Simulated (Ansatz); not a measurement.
SiC (F-43m): G0W0 and the choice of datasets

```
CELL_PARAMETERS angstrom
0.00000 2.10370 2.10370
2.10370 0.00000 2.10370
2.10370 2.10370 0.00000
ATOMIC_POSITIONS crystal
Si 0.00000 0.00000 0.00000
C 0.25000 0.25000 0.25000
```

Held fixed (Ansatz):

* orbitals: r²SCAN
* k mesh: 4×4×4
* empty bands: 120
* response cutoff: 200 eV
* frequencies: contour deformation
* q → 0 term: analytic weight of Carrier, Rohra and Görling
* band sums: cut at the band count

The gap is read from Γ to k = (0, -0.5, -0.5), linearised, between the Kohn-Sham band edges among the points solved. ε∞ is the electronic dielectric constant on this mesh.

Problem. Taking all-electron, 2970 eV as the reference, which of the others (hard PAW, 700 eV; hand-made PAW, accurate, 800 eV; hand-made PAW, 820 eV; JTH PAW, 700 eV; soft PAW (1st gen.), 500 eV; norm-conserving, 1200 eV) gives the gap farthest from it?

Solution. Farthest from all-electron, 2970 eV in the G0W0 gap: JTH PAW, 700 eV (-0.04 eV). The nearest differs by 0.002 eV.

```
          datasets, wave cutoff  KS gap (eV)  G0W0 gap (eV)   ε∞
          all-electron, 2970 eV         1.61           2.29  7.6
               hard PAW, 700 eV         1.61           2.27  7.6
hand-made PAW, accurate, 800 eV         1.61           2.30  7.6
          hand-made PAW, 820 eV         1.60           2.29  7.6
                JTH PAW, 700 eV         1.60           2.25  7.6
    soft PAW (1st gen.), 500 eV         1.59           2.28  7.6
       norm-conserving, 1200 eV         1.61           2.28  7.5
```

The cell is a model at fixed atoms and needn't be the relaxed known crystal. The PAW or pseudopotential files were made with PBE. Soft PAW datasets can miss an all-electron G0W0 gap by more than 5 %. With norm-conserving pseudopotentials the core–valence exchange is only approximate, which can shift gaps by tenths of an eV and RPA lattice constants by most of a per cent. Points k are given in fractions of the reciprocal vectors. The mesh is coarse, so these are values at the stated settings, not converged ones. Band sums or response are cut, so the gap isn't at its basis limit. The gap is read on the mesh, and the crystal's band edges can lie off it. With r²SCAN or HSE06 the Kohn-Sham levels are generalised ones. Meshes this coarse can overestimate the dielectric constant by a tenth and more.
